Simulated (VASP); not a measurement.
# SiC in VASP: notebook

One sheet, SiC, is run at these levels: PBE, HSE06; tasks: work function.

Program: VASP 6.6.1. These are calculated values, not measurements. Logs are shortened: lines on timing, memory, paths and dates and some standing lists are left out, and cuts for length are marked.

## 1. The structure

The cell holds a sheet with vacuum, 2 atoms: a = 3.076 Å, b = 3.076 Å, c = 16.000 Å, α = 90.00°, β = 90.00°, γ = 120.00°.

The cell was built by a generator and needn't be a form met in nature.

## 2. Work function, PBE

INCAR

```
PREC = Accurate
ENCUT = 520
EDIFF = 1E-6
ISMEAR = 0
SIGMA = 0.03
LREAL = F
LASPH = T
NELM = 60
ALGO = Normal
ISIF = 2
LWAVE = F
LCHARG = T
LDIPOL = T
IDIPOL = 3
DIPOL = 0.5 0.5 0.500
GGA = PE
LVHAR = T
LVACPOTAV = T
KPAR = 4
```

KPOINTS

```
Automatic mesh
0
Gamma
  12 12 1
```

POSCAR

```
SiC                                     
1.0
    3.0756691123      0.0000000000      0.0000000000
   -1.5378345561      2.6636075871      0.0000000000
    0.0000000000      0.0000000000     16.0000000000
  Si              C             
     1     1
Direct
     0.3333330000000032    0.6666669999999968    0.5000000000000000
     0.6666669999999968    0.3333330000000032    0.5000000000000000
```

Potentials or basis: VASP PAW PBE potentials, release 64 (Si, C).

The run is started by

```sh
$ cat potpaw_PBE.64/Si/POTCAR potpaw_PBE.64/C/POTCAR > POTCAR
$ mpirun -np 4 vasp_std > vasp.out
```

OUTCAR:

```text
PREC = Accurate
   ENCUT = 520
   EDIFF = 1E-6
   ISMEAR = 0
   LREAL = F
   LASPH = T
   NELM = 60
   ISIF = 2
   GGA = PE

 ion  position               nearest neighbor table
   1  0.333  0.667  0.500-   2 1.78   2 1.78   2 1.78
   2  0.667  0.333  0.500-   1 1.78   1 1.78   1 1.78

  LATTYP: Found a hexagonal cell.
 ALAT       =     3.0756691123
 C/A-ratio  =     5.2021200642

  Lattice vectors:

 A1 = (   3.0756691123,   0.0000000000,   0.0000000000)
 A2 = (  -1.5378345561,   2.6636075871,   0.0000000000)
 A3 = (   0.0000000000,   0.0000000000,  16.0000000000)

Analysis of symmetry for initial positions (statically):
=====================================================================
 Subroutine PRICEL returns:
 Original cell was already a primitive cell.

 Routine SETGRP: Setting up the symmetry group for a
 hexagonal supercell.

 Subroutine GETGRP returns: Found 12 space group operations
 (whereof 12 operations were pure point group operations)
 out of a pool of 24 trial point group operations.

The static configuration has the point symmetry D_3h.

Analysis of symmetry for dynamics (positions and initial velocities):
=====================================================================
 Subroutine PRICEL returns:
 Original cell was already a primitive cell.

 Routine SETGRP: Setting up the symmetry group for a
 hexagonal supercell.

 Subroutine GETGRP returns: Found 12 space group operations
 (whereof 12 operations were pure point group operations)
 out of a pool of 24 trial point group operations.

The dynamic configuration has the point symmetry D_3h.

 Subroutine INISYM returns: Found 12 space group operations
 (whereof 12 operations are pure point group operations),
 and found     1 'primitive' translations

----------------------------------------------------------------------------------------

                                     Primitive cell

  volume of cell :     131.0780

  direct lattice vectors                    reciprocal lattice vectors
     3.075669112  0.000000000  0.000000000     0.325132504  0.187715339  0.000000000
    -1.537834556  2.663607587  0.000000000     0.000000000  0.375430677  0.000000000
     0.000000000  0.000000000 16.000000000     0.000000000  0.000000000  0.062500000

  length of vectors
     3.075669112  3.075669114 16.000000000     0.375430677  0.375430677  0.062500000

  position of ions in fractional coordinates (direct lattice)
     0.333333000  0.666667000  0.500000000
     0.666667000  0.333333000  0.500000000

  ion indices of the primitive-cell ions
   primitive index   ion index
                 1           1
                 2           2

----------------------------------------------------------------------------------------

 KPOINTS: Automatic mesh

Automatic generation of k-mesh.
 Grid dimensions read from file:
 generate k-points for:   12   12    1

 Generating k-lattice:

  Cartesian coordinates                     Fractional coordinates (reciprocal lattice)
     0.027094375  0.015642945  0.000000000     0.083333333  0.000000000  0.000000000
     0.000000000  0.031285890  0.000000000     0.000000000  0.083333333  0.000000000
     0.000000000  0.000000000  0.062500000     0.000000000  0.000000000  1.000000000

  Length of vectors
     0.031285890  0.031285890  0.062500000

  Shift w.r.t. Gamma in fractional coordinates (k-lattice)
     0.000000000  0.000000000  0.000000000

 Subroutine IBZKPT returns following result:
 ===========================================

 Found     19 irreducible k-points:

 Following reciprocal coordinates:
            Coordinates               Weight
  0.000000  0.000000  0.000000      1.000000
  0.083333 -0.000000  0.000000      6.000000
  0.166667 -0.000000  0.000000      6.000000
  0.250000  0.000000  0.000000      6.000000
  0.333333 -0.000000  0.000000      6.000000
  0.416667 -0.000000  0.000000      6.000000
[... 11 lines left out ...]
  0.333333  0.250000  0.000000     12.000000
  0.333333  0.333333  0.000000      2.000000
   k-points           NKPTS =     19   k-points in BZ     NKDIM =     19   number of bands    NBANDS=      8
   number of dos      NEDOS =    301   number of ions     NIONS =      2
   total plane-waves  NPLWV =  69120
   dimension x,y,z NGX =    24 NGY =   24 NGZ =  120
   dimension x,y,z NGXF=    48 NGYF=   48 NGZF=  240
   ions per type =               1   1
   NGX,Y,Z   is equivalent  to a cutoff of  12.97, 12.97, 12.47 a.u.
   NGXF,Y,Z  is equivalent  to a cutoff of  25.94, 25.94, 24.94 a.u.
 SYSTEM =  unknown system
   PREC   = accura    normal or accurate (medium, high low for compatibility)
   ISTART =      0    job   : 0-new  1-cont  2-samecut
   ICHARG =      2    charge: 1-file 2-atom 10-const
   ISPIN  =      1    spin polarized calculation?
   LNONCOLLINEAR =      F non collinear calculations
   LSORBIT =      F    spin-orbit coupling
   LASPH  =      T    aspherical Exc in radial PAW
   ENCUT  =  520.0 eV  38.22 Ry    6.18 a.u.   5.72  5.72 29.75*2*pi/ulx,y,z
   NELM   =     60;   NELMIN=  2; NELMDL= -5     # of ELM steps
   EDIFF  = 0.1E-05   stopping-criterion for ELM
   LREAL  =      F    real-space projection
   EDIFFG = 0.1E-04   stopping-criterion for IOM
   NSW    =      0    number of steps for IOM
   IBRION =     -1    ionic relax: 0-MD 1-quasi-New 2-CG
   NFREE  =      0    steps in history (QN), initial steepest desc. (CG)
   ISIF   =      2    stress and relaxation
   ISYM   =      2    0-nonsym 1-usesym 2-fastsym
   POTIM  = 0.5000    time-step for ionic-motion
   TEBEG  =    0.0;   TEEND  =   0.0 temperature during run
   PSTRESS=    0.0 pullay stress
   NELECT =       8.0000    total number of electrons
   NUPDOWN=      -1.0000    fix difference up-down
   EMIN   =  10.00;   EMAX   =-10.00  energy-range for DOS
   EFERMI =   0.00;   METHOD = LEGACY
   ISMEAR =     0;   SIGMA  =   0.03  broadening in eV -4-tet -1-fermi 0-gaus
   EFERMI_NEDOS =   21; number of points for ismear=-14 and -15
   IALGO  =     38    algorithm
   IMIX   =      4    mixing-type and parameters
     AMIX     =   0.40;   BMIX     =  1.00
     AMIX_MAG =   1.60;   BMIX_MAG =  1.00
  volume/ion in A,a.u.               =      65.54       442.28
  Fermi-wavevector in a.u.,A,eV,Ry     =   0.644557  1.218037  5.652597  0.415454
  Thomas-Fermi vector in A             =   1.711925
   LORBIT       =      0    0 simple, 1 ext, 2 COOP (PROOUT), +10 PAW based schemes
   GGA     = PE    functional components
   LHFCALC =     F    Hartree Fock is set to
   AEXX    =    0.0000 exact exchange contribution
   IVDW    =     0    specifies the selected vdW correction
   LEPSILON=     F    determine dielectric tensor
   LRPA    =     F    only Hartree local field effects (RPA)
 non-spin polarized calculation
 Gauss-broadening in eV      SIGMA  =   0.03
  energy-cutoff  :      520.00
  volume of cell :      131.08
 maximum number of plane-waves:      3568
 NGX is ok and might be reduce to    24
   NGX = 11   NGY = 11   NGZ = 59

 number of electron       8.0000000 magnetization

 dipolmoment           0.000000      0.000000     -0.000000 electrons x Angstroem

 Free energy of the ion-electron system (eV)
  ---------------------------------------------------
  ext. energy  EPLUGINS =         0.00000000
  ---------------------------------------------------
  free energy    TOTEN  =       -14.04830247 eV

  energy without entropy =      -14.04830247  energy(sigma->0) =      -14.04830247

 E-fermi :  -2.7847     XC(G=0):  -2.7150

 val. band max:       -2.9425838108   @ k =   0.3333   0.3333   0.0000
 cond. band min:      -0.3659249618   @ k =   0.5000   0.0000   0.0000
 fundamental gap:      2.5766588489
 Fermi energy:        -2.7846555942

 k-point     1 :       0.0000    0.0000    0.0000
  band No.  band energies     occupation
      1     -16.7027      2.00000
      2      -6.7615      2.00000
      3      -4.2462      2.00000
      4      -4.2461      2.00000
      5       0.1493      0.00000
      6       1.8355      0.00000
      7       2.2015      0.00000
      8       3.4558      0.00000

 k-point     2 :       0.0833   -0.0000    0.0000
  band No.  band energies     occupation
      1     -16.5869      2.00000
      2      -6.6401      2.00000
      3      -4.7451      2.00000
      4      -4.3825      2.00000
      5       0.3346      0.00000
      6       1.9656      0.00000
      7       2.3581      0.00000
      8       3.6150      0.00000

 k-point     3 :       0.1667   -0.0000    0.0000
  band No.  band energies     occupation
      1     -16.2432      2.00000
      2      -6.2799      2.00000
      3      -5.9485      2.00000
      4      -4.7205      2.00000
      5       0.7755      0.00000
      6       2.3272      0.00000
      7       2.7514      0.00000
      8       3.4655      0.00000

 k-point     4 :       0.2500    0.0000    0.0000
  band No.  band energies     occupation
      1     -15.6856      2.00000
      2      -7.4336      2.00000
      3      -5.6954      2.00000
      4      -5.1205      2.00000
      5       1.2531      0.00000
      6       2.5622      0.00000
      7       2.8077      0.00000
      8       3.7079      0.00000

 k-point     5 :       0.3333   -0.0000    0.0000
  band No.  band energies     occupation
      1     -14.9500      2.00000
      2      -8.9360      2.00000
      3      -5.4693      2.00000
      4      -4.9265      2.00000
      5       1.3131      0.00000
      6       1.5286      0.00000
      7       3.1801      0.00000
      8       4.4163      0.00000
[... 122 lines left out ...]
 k-point    17 :       0.2500    0.2500    0.0000
  band No.  band energies     occupation
      1     -13.9328      2.00000
      2      -9.6278      2.00000
      3      -7.6163      2.00000
      4      -3.8507      2.00000
      5       0.5280      0.00000
      6       3.4328      0.00000
      7       4.7111      0.00000
      8       4.8949      0.00000

 k-point    18 :       0.3333    0.2500    0.0000
  band No.  band energies     occupation
      1     -13.3375      2.00000
      2     -10.2097      2.00000
      3      -8.1396      2.00000
      4      -3.2131      2.00000
      5      -0.1524      0.00000
      6       3.9106      0.00000
      7       4.4086      0.00000
      8       5.4989      0.00000

 k-point    19 :       0.3333    0.3333    0.0000
  band No.  band energies     occupation
      1     -13.1017      2.00000
      2     -10.1912      2.00000
      3      -8.6426      2.00000
      4      -2.9426      2.00000
      5      -0.3269      0.00000
      6       3.9914      0.00000
      7       4.4010      0.00000
      8       5.9581      0.00000

------------------------ aborting loop because EDIFF is reached ----------------------------------------

  FORCE on cell =-STRESS in cart. coord.  units (eV):
  Direction    XX          YY          ZZ          XY          YZ          ZX
  --------------------------------------------------------------------------------------
  -------------------------------------------------------------------------------------
  Total        0.8184377      0.8184377     -0.0061366      0.0000000     -0.0000000     -0.0000000
  in kB       10.0038316     10.0038316     -0.0750087      0.0000000     -0.0000000     -0.0000000
  external PRESSURE =       6.6442182 kB  Pullay stress =       0.0000000 kB

 VOLUME and BASIS-vectors are now :
 -----------------------------------------------------------------------------
  energy-cutoff  :      520.00
  volume of cell :      131.08
      direct lattice vectors                 reciprocal lattice vectors
     3.075669112  0.000000000  0.000000000     0.325132504  0.187715339  0.000000000
    -1.537834556  2.663607587  0.000000000     0.000000000  0.375430677  0.000000000
     0.000000000  0.000000000 16.000000000     0.000000000  0.000000000  0.062500000

 POSITION                                       TOTAL-FORCE (eV/Angst)
 -----------------------------------------------------------------------------------
     -0.00000      1.77574      8.00000         0.000000      0.000000      0.000000
      1.53784      0.88787      8.00000        -0.000000      0.000000      0.000000
 -----------------------------------------------------------------------------------
    total drift:                               -0.000567      0.000327      0.000000

  FREE ENERGIE OF THE ION-ELECTRON SYSTEM (eV)
  ---------------------------------------------------
  free  energy   TOTEN  =       -14.0483024726 eV

  energy  without entropy=      -14.0483024726  energy(sigma->0) =      -14.04830247

 vacuum level on the upper side and lower side of the slab         2.079         2.079
```

Run time: 7.1 s. Hardware: 4 MPI ranks of Intel Xeon 6975P-C (Granite Rapids), shared host; peak memory 0.24 GiB.

What came out:

- Free energy: -14.0483 eV
- Band gap on the k mesh: 2.58 eV, indirect (least direct gap 2.62 eV)
- Ionisation potential of the upper face: 5.02 eV

As with any semilocal functional, this PBE gap is likely too small.

## 3. Work function, HSE06

POSCAR is that of step 2.

INCAR.step1

```
PREC = Accurate
ENCUT = 520
EDIFF = 1E-5
ISMEAR = 0
SIGMA = 0.03
LREAL = F
LASPH = T
NELM = 60
ALGO = Normal
ISIF = 2
LWAVE = T
LDIPOL = T
IDIPOL = 3
DIPOL = 0.5 0.5 0.500
GGA = PE
KPAR = 4
```

INCAR.step2

```
PREC = Accurate
ENCUT = 520
EDIFF = 1E-6
ISMEAR = 0
SIGMA = 0.03
LREAL = F
LASPH = T
NELM = 60
ALGO = Normal
ISIF = 2
LWAVE = F
LCHARG = T
LDIPOL = T
IDIPOL = 3
DIPOL = 0.5 0.5 0.500
GGA = PE
LHFCALC = T
HFSCREEN = 0.2
PRECFOCK = Fast
LVHAR = T
LVACPOTAV = T
ISTART = 1
KPAR = 4
```

KPOINTS

```
Automatic mesh
0
Gamma
  6 6 1
```

Potentials or basis: VASP PAW PBE potentials, release 64 (Si, C).

The run is started by

```sh
$ cat potpaw_PBE.64/Si/POTCAR potpaw_PBE.64/C/POTCAR > POTCAR
$ cp INCAR.step1 INCAR
$ mpirun -np 4 vasp_std > vasp.out
$ cp INCAR.step2 INCAR
$ mpirun -np 4 vasp_std > vasp.out
```

OUTCAR:

```text
PREC = Accurate
   ENCUT = 520
   EDIFF = 1E-6
   ISMEAR = 0
   LREAL = F
   LASPH = T
   NELM = 60
   ISIF = 2
   GGA = PE
   LHFCALC = T
   HFSCREEN = 0.2
   PRECFOCK = Fast
   ISTART = 1

 ion  position               nearest neighbor table
   1  0.333  0.667  0.500-   2 1.78   2 1.78   2 1.78
   2  0.667  0.333  0.500-   1 1.78   1 1.78   1 1.78

  LATTYP: Found a hexagonal cell.
 ALAT       =     3.0756691123
 C/A-ratio  =     5.2021200642
[... 260 lines left out ...]

  FORCE on cell =-STRESS in cart. coord.  units (eV):
  Direction    XX          YY          ZZ          XY          YZ          ZX
  --------------------------------------------------------------------------------------
  -------------------------------------------------------------------------------------
  Total       -0.1500014     -0.1500014     -0.0025997     -0.0000000     -0.0000000      0.0000000
  in kB       -1.8334790     -1.8334790     -0.0317765     -0.0000000     -0.0000000      0.0000000
  external PRESSURE =      -1.2329115 kB  Pullay stress =       0.0000000 kB

 VOLUME and BASIS-vectors are now :
 -----------------------------------------------------------------------------
  energy-cutoff  :      520.00
  volume of cell :      131.08
      direct lattice vectors                 reciprocal lattice vectors
     3.075669112  0.000000000  0.000000000     0.325132504  0.187715339  0.000000000
    -1.537834556  2.663607587  0.000000000     0.000000000  0.375430677  0.000000000
     0.000000000  0.000000000 16.000000000     0.000000000  0.000000000  0.062500000

 POSITION                                       TOTAL-FORCE (eV/Angst)
 -----------------------------------------------------------------------------------
     -0.00000      1.77574      8.00000        -0.000000      0.000000      0.000000
      1.53784      0.88787      8.00000         0.000000      0.000000      0.000000
 -----------------------------------------------------------------------------------
    total drift:                               -0.000547      0.000297     -0.000000

  FREE ENERGIE OF THE ION-ELECTRON SYSTEM (eV)
  ---------------------------------------------------
  free  energy   TOTEN  =       -16.3264846061 eV

  energy  without entropy=      -16.3264846061  energy(sigma->0) =      -16.32648461

 vacuum level on the upper side and lower side of the slab         2.076         2.076
```

OSZICAR.step1:

```text
N       E                     dE             d eps       ncg     rms          rms(c)
DAV:   1     0.489353193022E+02    0.48935E+02   -0.28465E+03   112   0.687E+02
DAV:   2    -0.107221182598E+02   -0.59657E+02   -0.52553E+02   168   0.111E+02
DAV:   3    -0.169078490177E+02   -0.61857E+01   -0.61857E+01   160   0.528E+01
DAV:   4    -0.169920774794E+02   -0.84228E-01   -0.84228E-01   168   0.682E+00
DAV:   5    -0.169922223792E+02   -0.14490E-03   -0.14490E-03   160   0.387E-01    0.992E+00
DAV:   6    -0.142227045529E+02    0.27695E+01   -0.13395E+01   152   0.193E+01    0.382E+00
DAV:   7    -0.141098166531E+02    0.11289E+00   -0.30441E-01   200   0.383E+00    0.201E+00
DAV:   8    -0.140530874149E+02    0.56729E-01   -0.88030E-02   176   0.201E+00    0.339E-01
DAV:   9    -0.140484452642E+02    0.46422E-02   -0.47495E-03   200   0.434E-01    0.192E-01
DAV:  10    -0.140442985335E+02    0.41467E-02   -0.38199E-03   184   0.318E-01    0.765E-02
DAV:  11    -0.140442536852E+02    0.44848E-04   -0.10321E-03   160   0.171E-01    0.511E-02
DAV:  12    -0.140445815772E+02   -0.32789E-03   -0.50533E-04   152   0.118E-01    0.252E-02
DAV:  13    -0.140448351476E+02   -0.25357E-03   -0.11330E-04   136   0.496E-02    0.877E-03
DAV:  14    -0.140450893483E+02   -0.25420E-03   -0.19193E-05   168   0.205E-02    0.811E-03
DAV:  15    -0.140455690251E+02   -0.47968E-03   -0.11596E-04   152   0.388E-02    0.373E-03
DAV:  16    -0.140456287573E+02   -0.59732E-04   -0.62348E-06   160   0.128E-02    0.275E-03
DAV:  17    -0.140456781676E+02   -0.49410E-04   -0.57926E-06   144   0.976E-03    0.527E-04
DAV:  18    -0.140456800520E+02   -0.18845E-05   -0.13234E-07   160   0.196E-03
   1 F= -.14045680E+02 E0= -.14045680E+02  d E =-.599530E-15
```

It took 17 s on 4 MPI ranks of Intel Xeon 6975P-C (Granite Rapids), shared host; peak memory 0.32 GiB.

Results:

| Quantity | Value |
| --- | --- |
| Free energy | -16.3265 eV |
| Band gap on the k mesh | 3.40 eV, indirect (least direct gap 3.48 eV) |
| Ionisation potential of the upper face | 5.50 eV |

Levels at points of the mesh, in eV from the valence-band top:
```tsv
k point	band 2	band 3	band 4	band 5	band 6	band 7
(0.00, 0.00, 0.00)	-4.28	-1.58	-1.58	3.86	5.33	5.52
(0.50, 0.00, 0.00)	-8.78	-3.27	-0.78	3.40	4.98	9.02
```

Caveat: the PAW data sets were made with another functional, which shifts forces and pressure a little.
